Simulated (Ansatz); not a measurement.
CdS in the 4H polytype structure, 8 atoms and 104 valence electrons in a cell of about 203 Å³, was run 13 times in Ansatz, each time on 4 threads of AMD EPYC 7R43 64-Core Processor (Zen 3) (shared host).

```csv
run,k mesh,irreducible k,cutoff (eV),plane waves,bands,SCF iterations,wall time,peak host memory (GiB)
"relaxation, PBE",6×6×2,14,420,3987,63,32,23 s,0.66
"relaxation, r2SCAN",6×6×2,14,500,5167,63,26,40 s,1
"bands, PBE",12×12×2,38,420,3903,58,6,31 s,0.96
"single point, r2SCAN",12×12×2,38,500,5167,58,7,35 s,1.2
"single point, HSE06",6×6×2,14,420,3903,58,17,5.9 min,3.9
"single point, PBE0",6×6×2,14,420,3903,58,17,5.3 min,3.9
"single point, LDA",12×12×2,38,420,3903,58,7,15 s,0.72
"relaxation, PBEsol",6×6×2,14,420,3861,63,24,17 s,0.64
"Γ phonons, PBEsol",6×6×2,26,420,3861,63,15,5.9 min,4.6
"field response, PBE",6×6×2,26,420,3903,63,14,2.3 min,2.1
"single point, DDH-PBE0",6×6×2,14,420,3903,58,14,6.4 min,4.1
"relaxation, LDA",6×6×2,14,420,3681,63,28,15 s,0.67
"single point, Hartree-Fock",6×6×2,14,420,3903,58,23,5.4 min,4.1
```

The slowest run (single point, DDH-PBE0) took about 26 times as long as the quickest (single point, LDA).
